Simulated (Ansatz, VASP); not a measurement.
**Mg in VASP and in Ansatz**

```
Mg
1.0
    -1.77276    1.63981    1.63981
     1.77276   -1.90572    1.90572
     1.77276    1.90572   -1.90572
Mg
1
Direct
  0.00000 0.00000 0.00000
```

Change from the starting cell: strain -0.1500 x Voigt [0, 0, 0, 1, 0, 0], atoms carried along.

Alike in both runs: task single point; functional LDA; k mesh 18 × 18 × 18; occupations gaussian, width 0.15 eV; no spin polarisation.

|  | VASP | Ansatz |
| --- | --- | --- |
| version | VASP 6.6.1 | Ansatz 0.2.0 |
| potentials or method | VASP PAW LDA potentials, release 64 (Mg) | scalar-relativistic, plane waves, PAW |
| plane-wave cutoff (eV) | 520 | 420 |
| valence electrons in the cell | 2 | 10 |

VASP gave:

* gap on the k mesh at the Fermi level (eV): none
* pressure (GPa): -0.5
* largest component of the traceless stress (GPa): 4.83

Task: Estimate Ansatz's values.

Result: gap on the k mesh at the Fermi level (eV): none; pressure (GPa): -0.1; largest component of the traceless stress (GPa): 4.80.

A gap of «none» marks a metal or a gap that the smearing closes. The two sets of potentials don't hold the same shells in valence.
